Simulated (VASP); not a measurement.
# TiTe2 (P-3m1) in VASP: a series of runs

One crystal, TiTe2, is run at these levels: LDA, PBEsol, PBE, r2SCAN; tasks: single point.

All numbers are computed with VASP 6.6.1; they aren't measurements. Logs are shortened: lines on timing, memory, paths and dates and some standing lists are left out, and cuts for length are marked.

**1. The structure**

Symmetry: P-3m1, No. 164, trigonal system. Conventional cell: a = 3.777 Å, b = 3.777 Å, c = 6.498 Å, α = 90.00°, β = 90.00°, γ = 120.00°. Ti (site symmetry -3m) has 6 Te at 2.77 Å as nearest neighbours. Around Te (site symmetry 3m) lie 3 Ti at 2.77 Å.

**2. Single point, LDA**

The input, INCAR:

```
SYSTEM = TiTe2
ALGO = Normal
EDIFF = 1E-7
ENCUT = 520
GGA = CA
ISIF = 2
ISMEAR = -1
KPAR = 4
LASPH = .True.
LCHARG = .False.
LREAL = .False.
LWAVE = .False.
NELM = 80
PREC = Accurate
SIGMA = 0.05
```

The input, KPOINTS:

```
k-points
0
Gamma
  9 9 5
  0 0 0
```

The input, POSCAR:

```
TiTe2
1.0
    3.7770000000      0.0000000000      0.0000000000
   -1.8885000000      3.2709779501      0.0000000000
    0.0000000000      0.0000000000      6.4980000000
Ti Te
1 2
Direct
    0.0000000000      0.0000000000      0.0000000000
    0.6666666667      0.3333333333      0.2628000000
    0.3333333333      0.6666666667      0.7372000000
```

Potentials or basis: VASP PAW LDA potentials, release 64 (Ti_sv, Te).

On the command line:

```console
> cat potpaw_LDA.64/Ti_sv/POTCAR potpaw_LDA.64/Te/POTCAR > POTCAR
> mpirun -np 4 vasp_std > vasp.out
```

OUTCAR:

```text
SYSTEM = TiTe2
   EDIFF = 1E-7
   ENCUT = 520
   GGA = CA
   ISIF = 2
   ISMEAR = -1
   LASPH = .True.
   LREAL = .False.
   NELM = 80
   PREC = Accurate

 ion  position               nearest neighbor table
   1  0.000  0.000  0.000-   2 2.77   3 2.77   2 2.77   3 2.77   2 2.77   3 2.77
   2  0.667  0.333  0.263-   1 2.77   1 2.77   1 2.77
   3  0.333  0.667  0.737-   1 2.77   1 2.77   1 2.77

  LATTYP: Found a hexagonal cell.
 ALAT       =     3.7770000000
 C/A-ratio  =     1.7204130262

  Lattice vectors:

 A1 = (   3.7770000000,   0.0000000000,   0.0000000000)
 A2 = (  -1.8885000000,   3.2709779501,   0.0000000000)
 A3 = (   0.0000000000,   0.0000000000,   6.4980000000)

Analysis of symmetry for initial positions (statically):
=====================================================================
 Subroutine PRICEL returns:
 Original cell was already a primitive cell.

 Routine SETGRP: Setting up the symmetry group for a
 hexagonal supercell.

 Subroutine GETGRP returns: Found 12 space group operations
 (whereof 12 operations were pure point group operations)
 out of a pool of 24 trial point group operations.

The static configuration has the point symmetry D_3d.

Analysis of symmetry for dynamics (positions and initial velocities):
=====================================================================
 Subroutine PRICEL returns:
 Original cell was already a primitive cell.

 Routine SETGRP: Setting up the symmetry group for a
 hexagonal supercell.

 Subroutine GETGRP returns: Found 12 space group operations
 (whereof 12 operations were pure point group operations)
 out of a pool of 24 trial point group operations.

The dynamic configuration has the point symmetry D_3d.

 Subroutine INISYM returns: Found 12 space group operations
 (whereof 12 operations are pure point group operations),
 and found     1 'primitive' translations

----------------------------------------------------------------------------------------

                                     Primitive cell

  volume of cell :      80.2794

  direct lattice vectors                    reciprocal lattice vectors
     3.777000000  0.000000000  0.000000000     0.264760392  0.152859484  0.000000000
    -1.888500000  3.270977950  0.000000000     0.000000000  0.305718967  0.000000000
     0.000000000  0.000000000  6.498000000     0.000000000  0.000000000  0.153893506

  length of vectors
     3.777000000  3.777000000  6.498000000     0.305718967  0.305718967  0.153893506

  position of ions in fractional coordinates (direct lattice)
     0.000000000  0.000000000  0.000000000
     0.666666667  0.333333333  0.262800000
     0.333333333  0.666666667  0.737200000

  ion indices of the primitive-cell ions
   primitive index   ion index
                 1           1
                 2           2
                 3           3

----------------------------------------------------------------------------------------

 KPOINTS: k-points

Automatic generation of k-mesh.
 Grid dimensions read from file:
 generate k-points for:    9    9    5

 Generating k-lattice:

  Cartesian coordinates                     Fractional coordinates (reciprocal lattice)
     0.029417821  0.016984387  0.000000000     0.111111111 -0.000000000  0.000000000
     0.000000000  0.033968774  0.000000000     0.000000000  0.111111111  0.000000000
     0.000000000  0.000000000  0.030778701     0.000000000  0.000000000  0.200000000

  Length of vectors
     0.033968774  0.033968774  0.030778701

  Shift w.r.t. Gamma in fractional coordinates (k-lattice)
     0.000000000  0.000000000  0.000000000

 Subroutine IBZKPT returns following result:
 ===========================================

 Found     50 irreducible k-points:

 Following reciprocal coordinates:
            Coordinates               Weight
  0.000000  0.000000  0.000000      1.000000
  0.111111  0.000000  0.000000      6.000000
  0.222222  0.000000  0.000000      6.000000
  0.333333  0.000000  0.000000      6.000000
  0.444444  0.000000  0.000000      6.000000
  0.111111  0.111111  0.000000      6.000000
[... 16 lines left out ...]
  0.222222  0.111111  0.200000     12.000000
 -0.111111  0.333333  0.200000     12.000000
 [... further k-points ...]
   k-points           NKPTS =     50   k-points in BZ     NKDIM =     50   number of bands    NBANDS=     16
   number of dos      NEDOS =    301   number of ions     NIONS =      3
   total plane-waves  NPLWV =  37632
   dimension x,y,z NGX =    28 NGY =   28 NGZ =   48
   dimension x,y,z NGXF=    56 NGYF=   56 NGZF=   96
   ions per type =               1   2
   NGX,Y,Z   is equivalent  to a cutoff of  12.32, 12.32, 12.28 a.u.
   NGXF,Y,Z  is equivalent  to a cutoff of  24.65, 24.65, 24.56 a.u.
 SYSTEM =  TiTe2
   PREC   = accura    normal or accurate (medium, high low for compatibility)
   ISTART =      0    job   : 0-new  1-cont  2-samecut
   ICHARG =      2    charge: 1-file 2-atom 10-const
   ISPIN  =      1    spin polarized calculation?
   LNONCOLLINEAR =      F non collinear calculations
   LSORBIT =      F    spin-orbit coupling
   LASPH  =      T    aspherical Exc in radial PAW
   ENCUT  =  520.0 eV  38.22 Ry    6.18 a.u.   7.02  7.02 12.08*2*pi/ulx,y,z
   NELM   =     80;   NELMIN=  2; NELMDL= -5     # of ELM steps
   EDIFF  = 0.1E-06   stopping-criterion for ELM
   LREAL  =      F    real-space projection
   EDIFFG = 0.1E-05   stopping-criterion for IOM
   NSW    =      0    number of steps for IOM
   IBRION =     -1    ionic relax: 0-MD 1-quasi-New 2-CG
   NFREE  =      0    steps in history (QN), initial steepest desc. (CG)
   ISIF   =      2    stress and relaxation
   ISYM   =      2    0-nonsym 1-usesym 2-fastsym
   POTIM  = 0.5000    time-step for ionic-motion
   TEBEG  =    0.0;   TEEND  =   0.0 temperature during run
   PSTRESS=    0.0 pullay stress
   NELECT =      24.0000    total number of electrons
   NUPDOWN=      -1.0000    fix difference up-down
   EMIN   =  10.00;   EMAX   =-10.00  energy-range for DOS
   EFERMI =   0.00;   METHOD = LEGACY
   ISMEAR =    -1;   SIGMA  =   0.05  broadening in eV -4-tet -1-fermi 0-gaus
   EFERMI_NEDOS =   21; number of points for ismear=-14 and -15
   IALGO  =     38    algorithm
   IMIX   =      4    mixing-type and parameters
     AMIX     =   0.40;   BMIX     =  1.00
     AMIX_MAG =   1.60;   BMIX_MAG =  1.00
  volume/ion in A,a.u.               =      26.76       180.58
  Fermi-wavevector in a.u.,A,eV,Ry     =   1.094655  2.068597 16.303438  1.198269
  Thomas-Fermi vector in A             =   2.230964
   LORBIT       =      0    0 simple, 1 ext, 2 COOP (PROOUT), +10 PAW based schemes
   GGA     = CA    functional components
   LHFCALC =     F    Hartree Fock is set to
   AEXX    =    0.0000 exact exchange contribution
   IVDW    =     0    specifies the selected vdW correction
   LEPSILON=     F    determine dielectric tensor
   LRPA    =     F    only Hartree local field effects (RPA)
 non-spin polarized calculation
  energy-cutoff  :      520.00
  volume of cell :       80.28
 maximum number of plane-waves:      2183
   NGX = 13   NGY = 13   NGZ = 25

 number of electron      23.9999998 magnetization

 Free energy of the ion-electron system (eV)
  ---------------------------------------------------
  ext. energy  EPLUGINS =         0.00000000
  ---------------------------------------------------
  free energy    TOTEN  =       -18.27846874 eV

  energy without entropy =      -18.26645880  energy(sigma->0) =      -18.27246377

 E-fermi :   6.6295     XC(G=0): -10.0934

 val. band max:        6.5953362364   @ k =   0.1111   0.0000   0.4000
 cond. band min:       6.6472095813   @ k =   0.1111   0.0000   0.0000
 fundamental gap:      0.0518733449
 Fermi energy:         6.6294843968

 k-point     1 :       0.0000    0.0000    0.0000
  band No.  band energies     occupation
      1     -50.1151      2.00000
      2     -26.7581      2.00000
      3     -26.7581      2.00000
      4     -26.7208      2.00000
      5      -5.7642      2.00000
      6      -4.2698      2.00000
[... 8 lines left out ...]
     15       7.7243      0.00000
     16       9.7088      0.00000

 k-point     2 :       0.1111    0.0000    0.0000
  band No.  band energies     occupation
      1     -50.1147      2.00000
      2     -26.7633      2.00000
      3     -26.7593      2.00000
      4     -26.7196      2.00000
      5      -5.6286      2.00000
      6      -4.2014      2.00000
[... 8 lines left out ...]
     15       7.8805      0.00000
     16       9.3943      0.00000

 k-point     3 :       0.2222    0.0000    0.0000
  band No.  band energies     occupation
      1     -50.1138      2.00000
      2     -26.7763      2.00000
      3     -26.7623      2.00000
      4     -26.7166      2.00000
      5      -5.2440      2.00000
      6      -4.0229      2.00000
[... 8 lines left out ...]
     15       7.8840      0.00000
     16       9.5023      0.00000

 k-point     4 :       0.3333    0.0000    0.0000
  band No.  band energies     occupation
      1     -50.1127      2.00000
      2     -26.7911      2.00000
      3     -26.7657      2.00000
      4     -26.7131      2.00000
      5      -4.6897      2.00000
      6      -3.8279      2.00000
[... 8 lines left out ...]
     15       7.9432      0.00000
     16       9.5199      0.00000
[... 324 lines left out ...]
 k-point    22 :       0.1111    0.1111    0.2000
  band No.  band energies     occupation
      1     -50.1140      2.00000
      2     -26.7719      2.00000
      3     -26.7619      2.00000
      4     -26.7175      2.00000
      5      -5.2733      2.00000
      6      -4.2393      2.00000
[... 8 lines left out ...]
     15       8.0556      0.00000
     16       9.3044      0.00000

 k-point    23 :       0.2222    0.1111    0.2000
  band No.  band energies     occupation
      1     -50.1130      2.00000
      2     -26.7847      2.00000
      3     -26.7661      2.00000
      4     -26.7143      2.00000
      5      -4.8261      2.00000
      6      -3.9851      2.00000
[... 8 lines left out ...]
     15       8.2162      0.00000
     16       8.7626      0.00000

 k-point    24 :      -0.1111    0.3333    0.2000
  band No.  band energies     occupation
      1     -50.1130      2.00000
      2     -26.7847      2.00000
      3     -26.7661      2.00000
      4     -26.7143      2.00000
      5      -4.8051      2.00000
      6      -4.0191      2.00000
[... 8 lines left out ...]
     15       7.9872      0.00000
     16       9.2407      0.00000

 [... further k-points ...]

------------------------ aborting loop because EDIFF is reached ----------------------------------------

  FORCE on cell =-STRESS in cart. coord.  units (eV):
  Direction    XX          YY          ZZ          XY          YZ          ZX
  --------------------------------------------------------------------------------------
  -------------------------------------------------------------------------------------
  Total       -2.0939617     -2.0939617     -1.8439105      0.0000000     -0.0000000      0.0000000
  in kB      -41.7902545    -41.7902545    -36.7998554      0.0000000     -0.0000000      0.0000000
  external PRESSURE =     -40.1267881 kB  Pullay stress =       0.0000000 kB

 VOLUME and BASIS-vectors are now :
 -----------------------------------------------------------------------------
  energy-cutoff  :      520.00
  volume of cell :       80.28
      direct lattice vectors                 reciprocal lattice vectors
     3.777000000  0.000000000  0.000000000     0.264760392  0.152859484  0.000000000
    -1.888500000  3.270977950  0.000000000     0.000000000  0.305718967  0.000000000
     0.000000000  0.000000000  6.498000000     0.000000000  0.000000000  0.153893506

 POSITION                                       TOTAL-FORCE (eV/Angst)
 -----------------------------------------------------------------------------------
      0.00000      0.00000      0.00000        -0.000000      0.000000      0.000000
      1.88850      1.09033      1.70767         0.000000      0.000000     -0.270282
     -0.00000      2.18065      4.79033         0.000000      0.000000      0.270282
 -----------------------------------------------------------------------------------
    total drift:                                0.000000     -0.000000      0.000000

  FREE ENERGIE OF THE ION-ELECTRON SYSTEM (eV)
  ---------------------------------------------------
  free  energy   TOTEN  =       -18.2784687376 eV

  energy  without entropy=      -18.2664587971  energy(sigma->0) =      -18.27246377
```

Run time: 21 s. Hardware: 4 MPI ranks of Intel Xeon Platinum 8488C (Sapphire Rapids), shared host; peak memory 0.2 GiB.

What came out:

```
Free energy            : -18.2785 eV
Pressure               : -4.0 GPa
Largest force          : 0.270 eV/Å
Band gap on the k mesh : none (metal or under the smearing width)
```

Forces in eV/Å, atoms in the order of the input:
```
Ti   0.000  0.000  0.000
Te   0.000  0.000 -0.270
Te   0.000  0.000  0.270
```

Spin-orbit coupling is left out, which matters for the levels of Te.

**3. Single point, PBEsol**

INCAR, as its differences from that of step 2:

```diff
@@ -3,4 +3,4 @@
 EDIFF = 1E-7
-ENCUT = 520
-GGA = CA
+ENCUT = 250
+GGA = PS
 ISIF = 2
```

KPOINTS is that of step 2.

POSCAR is that of step 2.

Potentials or basis: VASP PAW PBE potentials, release 64 (Ti_sv, Te).

On the command line:

```console
> cat potpaw_PBE.64/Ti_sv/POTCAR potpaw_PBE.64/Te/POTCAR > POTCAR
> mpirun -np 4 vasp_std > vasp.out
```

Run time: 10 s. Hardware: 4 MPI ranks of Intel Xeon Platinum 8488C (Sapphire Rapids), shared host; peak memory 0.14 GiB.

The run converged, but a check on its numbers failed (symmetry, net force, bounds or a known fault of this set-up), so they aren't taken as properties of the crystal.

Caveat: the cutoff lies under the usual one of these potentials, so the numbers hold a large basis-set error; the PAW data sets were made with another functional, which shifts forces and pressure a little; this functional lacks dispersion, which binds the layers, so the pressure and a relaxed spacing across them are unreliable.

**4. Single point, PBE**

INCAR, as its differences from that of step 3:

```diff
@@ -3,4 +3,4 @@
 EDIFF = 1E-7
-ENCUT = 250
-GGA = PS
+ENCUT = 520
+GGA = PE
 ISIF = 2
```

KPOINTS is that of step 3.

POSCAR is that of step 3.

Potentials or basis: VASP PAW PBE potentials, release 64 (Ti_sv, Te).

On the command line:

```console
> cat potpaw_PBE.64/Ti_sv/POTCAR potpaw_PBE.64/Te/POTCAR > POTCAR
> mpirun -np 4 vasp_std > vasp.out
```

OUTCAR:

```text
SYSTEM = TiTe2
   EDIFF = 1E-7
   ENCUT = 520
   GGA = PE
   ISIF = 2
   ISMEAR = -1
   LASPH = .True.
   LREAL = .False.
   NELM = 80
   PREC = Accurate

 ion  position               nearest neighbor table
   1  0.000  0.000  0.000-   2 2.77   3 2.77   2 2.77   3 2.77   2 2.77   3 2.77
   2  0.667  0.333  0.263-   1 2.77   1 2.77   1 2.77
   3  0.333  0.667  0.737-   1 2.77   1 2.77   1 2.77

  LATTYP: Found a hexagonal cell.
 ALAT       =     3.7770000000
 C/A-ratio  =     1.7204130262
[... 649 lines left out ...]

  FORCE on cell =-STRESS in cart. coord.  units (eV):
  Direction    XX          YY          ZZ          XY          YZ          ZX
  --------------------------------------------------------------------------------------
  -------------------------------------------------------------------------------------
  Total        0.3081856      0.3081856      0.7301400      0.0000000      0.0000000      0.0000000
  in kB        6.1506160      6.1506160     14.5717737      0.0000000      0.0000000      0.0000000
  external PRESSURE =       8.9576686 kB  Pullay stress =       0.0000000 kB

 VOLUME and BASIS-vectors are now :
 -----------------------------------------------------------------------------
  energy-cutoff  :      520.00
  volume of cell :       80.28
      direct lattice vectors                 reciprocal lattice vectors
     3.777000000  0.000000000  0.000000000     0.264760392  0.152859484  0.000000000
    -1.888500000  3.270977950  0.000000000     0.000000000  0.305718967  0.000000000
     0.000000000  0.000000000  6.498000000     0.000000000  0.000000000  0.153893506

 POSITION                                       TOTAL-FORCE (eV/Angst)
 -----------------------------------------------------------------------------------
      0.00000      0.00000      0.00000        -0.000000      0.000000      0.000000
      1.88850      1.09033      1.70767         0.000000     -0.000000      0.033762
     -0.00000      2.18065      4.79033        -0.000000      0.000000     -0.033762
 -----------------------------------------------------------------------------------
    total drift:                                0.000000     -0.000000      0.000000

  FREE ENERGIE OF THE ION-ELECTRON SYSTEM (eV)
  ---------------------------------------------------
  free  energy   TOTEN  =       -16.2132638211 eV

  energy  without entropy=      -16.2013889793  energy(sigma->0) =      -16.20732640
```

stdout:

```text
POSCAR found type information on POSCAR TiTe
 POSCAR found :  2 types and       3 ions
 scaLAPACK will be used
 LDA part: xc-table for (Slater+PW92), standard interpolation
 POSCAR, INCAR and KPOINTS ok, starting setup
 FFT: planning ... GRIDC
 FFT: planning ... GRID_SOFT
 FFT: planning ... GRID
 WAVECAR not read
 entering main loop
```

Wall time 21 s (4 MPI ranks of Intel Xeon Platinum 8488C (Sapphire Rapids), shared host); peak memory 0.22 GiB.

What came out:

- Free energy: -16.2133 eV
- Pressure: 0.9 GPa
- Largest force: 0.034 eV/Å
- Band gap on the k mesh: none (metal or under the smearing width)

Forces on the atoms (eV/Å):
```
Ti   0.000  0.000  0.000
Te   0.000  0.000  0.034
Te   0.000  0.000 -0.034
```

Stress tensor (GPa, compression positive):
```
0.62 0.00 0.00
0.00 0.62 0.00
0.00 0.00 1.46
```

Levels at points of the mesh, in eV from the Fermi level:
```
           k point  band 10  band 11  band 12  band 13  band 14  band 15
(0.00, 0.00, 0.00)     0.35     0.39     0.39     0.58     1.07     1.07
```

Caveat: this functional lacks dispersion, which binds the layers, so the pressure and a relaxed spacing across them are unreliable.

**5. Single point, r2SCAN**

INCAR, as its differences from that of step 4:

```diff
@@ -4,3 +4,2 @@
 ENCUT = 520
-GGA = PE
 ISIF = 2
@@ -10,4 +9,6 @@
 LCHARG = .False.
+LMIXTAU = .True.
 LREAL = .False.
 LWAVE = .False.
+METAGGA = R2SCAN
 NELM = 80
```

KPOINTS is that of step 4.

POSCAR is that of step 4.

On the command line:

```console
> cat potpaw_PBE.64/Ti_sv/POTCAR potpaw_PBE.64/Te/POTCAR > POTCAR
> mpirun -np 4 vasp_std > vasp.out
```

It took 60 s on 4 MPI ranks of Intel Xeon Platinum 8488C (Sapphire Rapids), shared host; peak memory 0.23 GiB.

Results (log left out):

| Item | Value |
| --- | --- |
| Free energy | -66.2675 eV |
| Pressure | 1.1 GPa |
| Largest force | 0.183 eV/Å |
| Band gap on the k mesh | none (metal or under the smearing width) |

Forces in eV/Å, atoms in the order of the input:
```
Ti   0.000  0.000  0.000
Te   0.000  0.000 -0.183
Te   0.000  0.000  0.183
```

Stress tensor (GPa, compression positive):
```
1.23 0.00 0.00
0.00 1.23 0.00
0.00 0.00 0.80
```

Levels at points of the mesh, in eV from the Fermi level:
| k point | band 10 | band 11 | band 12 | band 13 | band 14 | band 15 |
| --- | --- | --- | --- | --- | --- | --- |
| (0.00, 0.00, 0.00) | 0.41 | 0.41 | 0.44 | 0.45 | 0.96 | 0.96 |

Caveat: the PAW data sets were made with another functional, which shifts forces and pressure a little.

**6. The runs side by side**

```csv
level,potentials or basis,gap on the mesh (eV),pressure (GPa),largest force (eV/Å)
LDA,"VASP PAW LDA potentials, release 64 (Ti_sv, Te)",none,-4.0,0.27
PBE,"VASP PAW PBE potentials, release 64 (Ti_sv, Te)",none,0.9,0.03
r2SCAN,"VASP PAW PBE potentials, release 64 (Ti_sv, Te)",none,1.1,0.18
```

Alike in all rows: task single point; no spin polarisation; cell as given; k mesh 9 × 9 × 5; cutoff (eV) 520; smearing fermi-dirac 0.05 eV.

Caveats: this functional lacks dispersion, which binds the layers, so the pressure and a relaxed spacing across them are unreliable (some runs); the PAW data sets were made with another functional, which shifts forces and pressure a little (some runs).

Absolute energies hang on the potentials; compare differences alone.
